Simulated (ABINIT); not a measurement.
# SiC (Moissanite): G0W0 with ABINIT, start to end, part 2 of 3

Aim: the G0W0 gap of SiC (Moissanite) on PBE, step by step.

ABINIT 10.8.3; PBE and many-body steps on it, plane waves. Known limits of the many-body steps: not at the basis limit; coarse k mesh.

So far. Step 2 (Ground state): The gap is indirect, with the least direct gap 1.11 eV higher.

## Step 3: Bands along the symmetry lines

Level of this step: DFT, PBE, plane waves, norm-conserving pseudopotentials (ABINIT).

The cheap functional maps the bands first; the places of the edges decide which points the dearer methods must see.

File run.abi:

```
acell 3*1.0 Angstrom
rprim 
  3.081000000023 -0.000000000005 0.000000000000
  -1.540500000007 2.668224269083 0.000000000000
  0.000000000000 0.000000000000 15.124800000000
ntypat 2
znucl 14 6
natom 12
typat 1 1 1 1 1 1 2 2 2 2 2 2
xred 
  0.000000000000 0.000000000000 0.000000000000
  0.000000000000 0.000000000000 0.500000000000
  0.333333333333 0.666666666667 0.166400000000
  0.666666666667 0.333333333333 0.666400000000
  0.666666666667 0.333333333333 0.332900000000
  0.333333333333 0.666666666667 0.832900000000
  0.333333333333 0.666666666667 0.041200000000
  0.666666666667 0.333333333333 0.541200000000
  0.666666666667 0.333333333333 0.208000000000
  0.333333333333 0.666666666667 0.708000000000
  0.000000000000 0.000000000000 0.374600000000
  0.000000000000 0.000000000000 0.874600000000
pp_dirpath "pseudos"
pseudos "Si.upf, C.upf"
ecut 37
iscf -2
irdden 1
kptopt 0
nkpt 39
kpt 
  0.00000000 0.00000000 0.00000000
  0.12500000 0.00000000 0.00000000
  0.25000000 0.00000000 0.00000000
  0.37500000 0.00000000 0.00000000
  0.50000000 0.00000000 0.00000000
  0.45833333 0.08333333 0.00000000
  0.41666666 0.16666666 0.00000000
  0.37500000 0.25000000 0.00000000
  0.33333333 0.33333333 0.00000000
  0.25000000 0.25000000 0.00000000
  0.16666666 0.16666666 0.00000000
  0.08333333 0.08333333 0.00000000
  0.00000000 0.00000000 0.00000000
  0.00000000 0.00000000 0.12500000
  0.00000000 0.00000000 0.25000000
  0.00000000 0.00000000 0.37500000
  0.00000000 0.00000000 0.50000000
  0.12500000 0.00000000 0.50000000
  0.25000000 0.00000000 0.50000000
  0.37500000 0.00000000 0.50000000
  0.50000000 0.00000000 0.50000000
  0.45833333 0.08333333 0.50000000
  0.41666666 0.16666666 0.50000000
  0.37500000 0.25000000 0.50000000
  0.33333333 0.33333333 0.50000000
  0.25000000 0.25000000 0.50000000
  0.16666666 0.16666666 0.50000000
  0.08333333 0.08333333 0.50000000
  0.00000000 0.00000000 0.50000000
  0.50000000 0.00000000 0.50000000
  0.50000000 0.00000000 0.37500000
  0.50000000 0.00000000 0.25000000
  0.50000000 0.00000000 0.12500000
  0.50000000 0.00000000 0.00000000
  0.33333333 0.33333333 0.50000000
  0.33333333 0.33333333 0.37500000
  0.33333333 0.33333333 0.25000000
  0.33333333 0.33333333 0.12500000
  0.33333333 0.33333333 0.00000000
istwfk *1
nband 39
nbdbuf 10
tolwfr 1e-07
nstep 50
prtwf 0
prtvol 0
indata_prefix "in"
outdata_prefix "out"
tmpdata_prefix "tmp"
```

Launch:

```
$ OMP_NUM_THREADS=1 mpirun -n 4 abinit run.abi > log
```

Numbers of over 12 decimals in the logs are rounded to 6 here.

What it wrote:

```text
.Version 10.8.3 of ABINIT. v10.8.2 released Aug 2026.

 Symmetries : space group P6_3 m c (#186); Bravais hP (primitive hexag.)
[... echo of the input left out ...]
== DATASET  1 ==================================================================
-   mpi_nproc: 4, omp_nthreads: 1 (-1 if OMP is not activated)

--- !DatasetInfo
iteration_state: {dtset: 1, }
dimensions: {natom: 12, nkpt: 39, mband: 39, nsppol: 1, nspinor: 1, nspden: 1, mpw: 9084, }
cutoff_energies: {ecut:  37.0, pawecutdg:  -1.0, }
electrons: {nelect:   4.80000000E+01, charge:   0.00000000E+00, occopt:   1.00000000E+00, tsmear:   1.00000000E-02, }

 Real(R)+Recip(G) space primitive vectors, cartesian coordinates (Bohr,Bohr^-1):
 R(1)=  5.8222462  0.0000000  0.0000000  G(1)=  0.1717550  0.0991628  0.0000000
 R(2)= -2.9111231  5.0422131  0.0000000  G(2)=  0.0000000  0.1983256  0.0000000
 R(3)=  0.0000000  0.0000000 28.5817297  G(3)=  0.0000000  0.0000000  0.0349874
 Unit cell volume ucvol=  8.3907401E+02 bohr^3
 Angles (23,13,12)=  9.00000000E+01  9.00000000E+01  1.20000000E+02 degrees

 getcut: wavevector=  0.0000  0.0000  0.0000  ngfft=  32  32 160
         ecut(hartree)=     37.000   => boxcut(ratio)=   2.00721

--- Pseudopotential description ------------------------------------------------
- Si Generated using ONCVPSP code by D. R. Hamann
- 14.00000   4.00000  171031                  znucl, zion, pspdat
12 -101130 2 -1 1510                          pspcod,pspxc,lmax,lloc,mmax
     nproj     2     2     2
  pspatm : epsatm=    9.34321561
         --- l  ekb(1:nproj) -->
             0    5.168965    0.829883
             1    2.571282    0.578307
             2   -2.427311   -0.488097
 pspatm: atomic psp has been read  and splines computed

- C Generated using ONCVPSP code by D. R. Hamann
-  6.00000   4.00000  171031                  znucl, zion, pspdat
12 -101130 1 -1 1248                          pspcod,pspxc,lmax,lloc,mmax
     nproj     2     2     0
  pspatm : epsatm=    4.31346680
         --- l  ekb(1:nproj) -->
[...]
pspatm: atomic psp has been read  and splines computed

--------------------------------------------------------------------------------

================================================================================
 prteigrs : about to open file out_EIG
 Non-SCF case, kpt    1 (  0.00000  0.00000  0.00000), residuals and eigenvalues=
  9.59E-08  5.63E-08  5.28E-08  3.65E-08  2.07E-08  2.09E-08  5.46E-08  9.87E-08
  9.79E-08  6.02E-08  5.64E-08  2.47E-08  4.49E-08  4.00E-08  7.44E-08  3.21E-08
  6.60E-08  4.88E-08  8.94E-08  3.66E-08  6.30E-08  5.17E-08  7.16E-08  7.84E-08
[...]
6.63E-06  2.10E-05  6.10E-05  2.82E-05  2.18E-04  1.32E-04  8.70E-04
 -3.1545E-01 -2.9686E-01 -2.9447E-01 -2.4084E-01 -2.3854E-01 -1.8472E-01
 -6.3069E-02  2.2765E-02  2.4441E-02  1.6275E-01  1.6448E-01  2.1016E-01
[...]
- [ -2.9111231,   5.0422131,   0.0000000, ]
- [  0.0000000,   0.0000000,  28.5817297, ]
lattice_lengths: [   5.82225,    5.82225,   28.58173, ]
lattice_angles: [ 90.000,  90.000, 120.000, ] # degrees, (23, 13, 12)
lattice_volume:   8.3907401E+02
convergence: {deltae:  0.000E+00, res2:  0.000E+00, residm:  9.997E-08, diffor:  0.000E+00, }
etotal    :  -6.16181537E+01
entropy   :   0.00000000E+00
fermie    :   2.52514639E-01
cartesian_stress_tensor: null
pressure_GPa: null
xred      :
- [  0.0000E+00,   0.0000E+00,  -2.7756E-17, Si]
- [  0.0000E+00,   0.0000E+00,   5.0000E-01, Si]
- [  3.3333E-01,   6.6667E-01,   1.6640E-01, Si]
- [  6.6667E-01,   3.3333E-01,   6.6640E-01, Si]
- [  6.6667E-01,   3.3333E-01,   3.3290E-01, Si]
- [  3.3333E-01,   6.6667E-01,   8.3290E-01, Si]
- [  3.3333E-01,   6.6667E-01,   4.1200E-02,  C]
- [  6.6667E-01,   3.3333E-01,   5.4120E-01,  C]
- [  6.6667E-01,   3.3333E-01,   2.0800E-01,  C]
- [  3.3333E-01,   6.6667E-01,   7.0800E-01,  C]
- [  0.0000E+00,   0.0000E+00,   3.7460E-01,  C]
- [  0.0000E+00,   0.0000E+00,   8.7460E-01,  C]
cartesian_forces: null
force_length_stats: {min: null, max: null, mean: null, }

 Integrated electronic density in atomic spheres:
 ------------------------------------------------
 Atom  Sphere_radius  Integrated_density
[...]
================================================================================

 ----iterations are completed or convergence reached----

 Mean square residual over all n,k,spin=   48.975E-09; max=  99.972E-09
 reduced coordinates (array xred) for   12 atoms
[...]
0.000000000000      0.000000000000      0.374600000000
       0.000000000000      0.000000000000      0.874600000000

 cartesian coordinates (angstrom) at end:
    1      0.000000     0.000000    -0.000000
    2      0.000000     0.000000     7.562400
    3      3e-12     1.778816     2.516767
[...]
11      0.000000     0.000000     5.665750
   12      0.000000     0.000000    13.228150
 length scales=  1.889726125908  1.889726125908  1.889726125908 bohr
              =  1.000000000000  1.000000000000  1.000000000000 angstroms
 prteigrs : about to open file out_EIG
 Eigenvalues (hartree) for nkpt=  39  k points:
 kpt#   1, nband= 39, wtk=  1.00000, kpt=  0.0000  0.0000  0.0000 (reduced coord)
[...]
kpt#   2, nband= 39, wtk=  1.00000, kpt=  0.1250  0.0000  0.0000 (reduced coord)
[...]
kpt#   3, nband= 39, wtk=  1.00000, kpt=  0.2500  0.0000  0.0000 (reduced coord)
[...]
kpt#  38, nband= 39, wtk=  1.00000, kpt=  0.3333  0.3333  0.1250 (reduced coord)
[...]
0.54167    0.58574    0.59147    0.59175    0.63001    0.63400    0.64179
 kpt#  39, nband= 39, wtk=  1.00000, kpt=  0.3333  0.3333  0.0000 (reduced coord)
[...]
0.08502    0.08502    0.12872    0.12872    0.13711    0.17137    0.17615    0.17615
   0.38089    0.38089    0.39018    0.43787    0.48068    0.48068    0.49661    0.49661
   0.53901    0.58691    0.59140    0.59178    0.63182    0.63566    0.64404

== END DATASET(S) ==============================================================
================================================================================

 -outvars: echo values of variables after computation  --------
            nband          39
             nkpt          39
          spgroup         186
 [... the other variables as echoed above ...]

 Calculation completed.
```

Elapsed: 66 s, on 4 MPI ranks of Arm Neoverse V1, shared host; peak memory 0.52 GiB; 4.4 min of CPU time.

Numbers from this step:

- gap: 2.012 eV
- k of the valence top: 0, 0, 0
- k of the conduction bottom: 0.5, 0, 0.25
- least direct gap: 3.123 eV

The gap is 2.012 eV, −0.005 eV from the run before at this level.

Electronic bands along the path, in eV, zero at the top of the highest filled band:

```csv
point,band 21,band 22,band 23,band 24,band 25,band 26,band 27,band 28
Γ,-0.29,-0.04,0.00,0.00,5.16,5.34,5.74,6.25
halfway,-1.17,-1.09,-0.70,-0.54,3.67,3.89,4.38,5.01
M,-1.84,-1.76,-1.66,-1.11,2.02,2.21,3.23,3.89
halfway,-2.44,-2.22,-2.00,-1.77,2.85,3.50,4.51,4.92
K,-3.14,-2.21,-2.08,-2.08,3.49,3.49,3.75,5.04
halfway,-1.78,-1.73,-1.30,-0.72,4.79,4.86,4.97,5.06
Γ,-0.29,-0.04,0.00,0.00,5.16,5.34,5.74,6.25
halfway,-0.20,-0.20,-0.02,-0.02,5.18,5.30,5.81,6.15
A,-0.09,-0.09,-0.09,-0.09,5.23,5.23,5.97,5.97
halfway,-1.00,-1.00,-0.71,-0.71,3.77,3.77,4.73,4.73
L,-1.72,-1.72,-1.31,-1.31,2.06,2.06,3.45,3.45
halfway,-2.68,-2.68,-1.67,-1.67,3.20,3.20,4.48,4.48
H,-2.63,-2.63,-2.27,-2.27,3.68,3.68,4.32,4.32
halfway,-1.96,-1.96,-0.85,-0.85,4.74,4.74,5.12,5.12
A,-0.09,-0.09,-0.09,-0.09,5.23,5.23,5.97,5.97
jump to L,-1.72,-1.72,-1.31,-1.31,2.06,2.06,3.45,3.45
halfway,-2.00,-1.64,-1.53,-1.16,2.01,2.16,3.29,3.68
M,-1.84,-1.76,-1.66,-1.11,2.02,2.21,3.23,3.89
jump to H,-2.63,-2.63,-2.27,-2.27,3.68,3.68,4.32,4.32
halfway,-2.97,-2.33,-2.16,-2.16,3.58,3.58,3.91,4.80
K,-3.14,-2.21,-2.08,-2.08,3.49,3.49,3.75,5.04
```

## Step 4: Empty states on the mesh, 3×3×1 mesh, 697 bands

The sums over transitions need many empty states on a uniform mesh; this step solves for them.

File run.abi:

```
acell 3*1.0 Angstrom
rprim 
  3.081000000023 -0.000000000005 0.000000000000
  -1.540500000007 2.668224269083 0.000000000000
  0.000000000000 0.000000000000 15.124800000000
ntypat 2
znucl 14 6
natom 12
typat 1 1 1 1 1 1 2 2 2 2 2 2
xred 
  0.000000000000 0.000000000000 0.000000000000
  0.000000000000 0.000000000000 0.500000000000
  0.333333333333 0.666666666667 0.166400000000
  0.666666666667 0.333333333333 0.666400000000
  0.666666666667 0.333333333333 0.332900000000
  0.333333333333 0.666666666667 0.832900000000
  0.333333333333 0.666666666667 0.041200000000
  0.666666666667 0.333333333333 0.541200000000
  0.666666666667 0.333333333333 0.208000000000
  0.333333333333 0.666666666667 0.708000000000
  0.000000000000 0.000000000000 0.374600000000
  0.000000000000 0.000000000000 0.874600000000
pp_dirpath "pseudos"
pseudos "Si.upf, C.upf"
ecut 37
ngkpt 3 3 1
nshiftk 1
shiftk 0 0 0
kptopt 1
chksymbreak 0
iscf -2
irdden 1
istwfk *1
nband 697
nbdbuf 62
tolwfr 1e-09
nstep 60
prtvol 0
indata_prefix "in"
outdata_prefix "out"
tmpdata_prefix "tmp"
```

Launch:

```
$ OMP_NUM_THREADS=1 mpirun -n 3 abinit run.abi > log
```

What it wrote:

```text
.Version 10.8.3 of ABINIT. v10.8.2 released Aug 2026.

 Symmetries : space group P6_3 m c (#186); Bravais hP (primitive hexag.)
[... echo of the input left out ...]
== DATASET  1 ==================================================================
-   mpi_nproc: 3, omp_nthreads: 1 (-1 if OMP is not activated)

--- !DatasetInfo
iteration_state: {dtset: 1, }
dimensions: {natom: 12, nkpt: 3, mband: 697, nsppol: 1, nspinor: 1, nspden: 1, mpw: 9084, }
cutoff_energies: {ecut:  37.0, pawecutdg:  -1.0, }
electrons: {nelect:   4.80000000E+01, charge:   0.00000000E+00, occopt:   1.00000000E+00, tsmear:   1.00000000E-02, }

 Real(R)+Recip(G) space primitive vectors, cartesian coordinates (Bohr,Bohr^-1):
 R(1)=  5.8222462  0.0000000  0.0000000  G(1)=  0.1717550  0.0991628  0.0000000
 R(2)= -2.9111231  5.0422131  0.0000000  G(2)=  0.0000000  0.1983256  0.0000000
 R(3)=  0.0000000  0.0000000 28.5817297  G(3)=  0.0000000  0.0000000  0.0349874
 Unit cell volume ucvol=  8.3907401E+02 bohr^3
 Angles (23,13,12)=  9.00000000E+01  9.00000000E+01  1.20000000E+02 degrees

 getcut: wavevector=  0.0000  0.0000  0.0000  ngfft=  32  32 160
         ecut(hartree)=     37.000   => boxcut(ratio)=   2.00721

--- Pseudopotential description ------------------------------------------------
- Si Generated using ONCVPSP code by D. R. Hamann
- 14.00000   4.00000  171031                  znucl, zion, pspdat
12 -101130 2 -1 1510                          pspcod,pspxc,lmax,lloc,mmax
     nproj     2     2     2
  pspatm : epsatm=    9.34321561
         --- l  ekb(1:nproj) -->
             0    5.168965    0.829883
             1    2.571282    0.578307
             2   -2.427311   -0.488097
 pspatm: atomic psp has been read  and splines computed

- C Generated using ONCVPSP code by D. R. Hamann
-  6.00000   4.00000  171031                  znucl, zion, pspdat
12 -101130 1 -1 1248                          pspcod,pspxc,lmax,lloc,mmax
     nproj     2     2     0
  pspatm : epsatm=    4.31346680
         --- l  ekb(1:nproj) -->
[...]
pspatm: atomic psp has been read  and splines computed

--------------------------------------------------------------------------------

================================================================================
 prteigrs : about to open file out_EIG
 Non-SCF case, kpt    1 (  0.00000  0.00000  0.00000), residuals and eigenvalues=
  9.23E-10  6.87E-11  9.26E-10  9.44E-10  7.06E-11  1.02E-10  9.75E-10  1.63E-11
  8.69E-11  2.16E-11  1.22E-10  9.67E-11  1.52E-10  4.02E-11  2.21E-10  1.34E-10
  1.60E-10  3.88E-11  1.20E-10  1.03E-10  2.20E-10  2.60E-10  1.55E-10  1.63E-10
[...]
2.27E-03
 -3.1545E-01 -2.9686E-01 -2.9447E-01 -2.4084E-01 -2.3854E-01 -1.8472E-01
 -6.3069E-02  2.2765E-02  2.4441E-02  1.6275E-01  1.6448E-01  2.1016E-01
  2.1016E-01  2.1677E-01  2.1677E-01  2.2136E-01  2.2136E-01  2.3781E-01
[...]
6.1057E+00  6.1363E+00  6.1373E+00  6.1377E+00  6.1388E+00  6.1402E+00
  6.1425E+00  6.1466E+00  6.1480E+00  6.1776E+00  6.1971E+00  6.2042E+00
  6.2205E+00
 prteigrs : prtvol=0 or 1, do not print more k-points.

--- !ResultsGS
iteration_state: {dtset: 1, }
comment   : Summary of ground state results
lattice_vectors:
- [  5.8222462,  -0.0000000,   0.0000000, ]
- [ -2.9111231,   5.0422131,   0.0000000, ]
- [  0.0000000,   0.0000000,  28.5817297, ]
lattice_lengths: [   5.82225,    5.82225,   28.58173, ]
lattice_angles: [ 90.000,  90.000, 120.000, ] # degrees, (23, 13, 12)
lattice_volume:   8.3907401E+02
convergence: {deltae:  0.000E+00, res2:  0.000E+00, residm:  9.961E-10, diffor:  0.000E+00, }
etotal    :  -6.16181537E+01
entropy   :   0.00000000E+00
fermie    :   2.52514639E-01
cartesian_stress_tensor: null
pressure_GPa: null
xred      :
- [  0.0000E+00,   0.0000E+00,  -2.7756E-17, Si]
- [  0.0000E+00,   0.0000E+00,   5.0000E-01, Si]
- [  3.3333E-01,   6.6667E-01,   1.6640E-01, Si]
- [  6.6667E-01,   3.3333E-01,   6.6640E-01, Si]
- [  6.6667E-01,   3.3333E-01,   3.3290E-01, Si]
- [  3.3333E-01,   6.6667E-01,   8.3290E-01, Si]
- [  3.3333E-01,   6.6667E-01,   4.1200E-02,  C]
- [  6.6667E-01,   3.3333E-01,   5.4120E-01,  C]
- [  6.6667E-01,   3.3333E-01,   2.0800E-01,  C]
- [  3.3333E-01,   6.6667E-01,   7.0800E-01,  C]
- [  0.0000E+00,   0.0000E+00,   3.7460E-01,  C]
- [  0.0000E+00,   0.0000E+00,   8.7460E-01,  C]
cartesian_forces: null
force_length_stats: {min: null, max: null, mean: null, }

 Integrated electronic density in atomic spheres:
 ------------------------------------------------
 Atom  Sphere_radius  Integrated_density
[...]
================================================================================

 ----iterations are completed or convergence reached----

 Mean square residual over all n,k,spin=   35.110E-11; max=  99.612E-11
 reduced coordinates (array xred) for   12 atoms
[...]
0.000000000000      0.000000000000      0.374600000000
       0.000000000000      0.000000000000      0.874600000000

 cartesian coordinates (angstrom) at end:
    1      0.000000     0.000000    -0.000000
    2      0.000000     0.000000     7.562400
    3      3e-12     1.778816     2.516767
[...]
11      0.000000     0.000000     5.665750
   12      0.000000     0.000000    13.228150
 length scales=  1.889726125908  1.889726125908  1.889726125908 bohr
              =  1.000000000000  1.000000000000  1.000000000000 angstroms
 prteigrs : about to open file out_EIG
 Eigenvalues (hartree) for nkpt=   3  k points:
 kpt#   1, nband=697, wtk=  0.11111, kpt=  0.0000  0.0000  0.0000 (reduced coord)
[...]
6.08597    6.08600    6.09235    6.10562    6.10568    6.13634    6.13734    6.13773
   6.13883    6.14015    6.14249    6.14659    6.14797    6.17764    6.19710    6.20418
   6.22055
 prteigrs : prtvol=0 or 1, do not print more k-points.

== END DATASET(S) ==============================================================
================================================================================

 -outvars: echo values of variables after computation  --------
            nband         697
             nkpt           3
          spgroup         186
 [... the other variables as echoed above ...]

 Calculation completed.
```

It took 11 min on 3 MPI ranks; peak memory 0.65 GiB; 34 min of CPU time.

Numbers from this step:

* gap: 2.813 eV
* k of the valence top: 0, 0, 0
* k of the conduction bottom: 0.3333, 0, 0
* least direct gap: 3.641 eV
* k points computed: 3
* lowest point of the top converged band, above the valence top: 150.3709 eV

On this mesh the gap is 2.813 eV. The earlier step found 2.017 eV, so this mesh misses an edge.

[end of part 2 of 3]

[Paths, hosts, dates, memory and timing lines, banners, echoed tables and standing remarks are left out of the program output.]

[Logs are printed without paths, hosts, clocks, repeated set-up lines and the standing remarks that a program may print on its own settings, such as how far it seeks lower states.]

[Runs of the session that timed out or met a known fault of the program may be left out.]

[Hosts, paths, dates, database ids (printed as entryN), source tags and the programs' standing remarks are cut or masked in the printed files.]

[G0W0 gaps are taken among the corrected bands and points alone; a level outside them can change the order at an edge.]

[Where Ansatz stands beside ABINIT at settings called matched, ABINIT's density can come from a denser mesh and the files from another edition; pairs whose starting gaps differed by over 0.03 eV were left out, so agreement reads better than it is.]
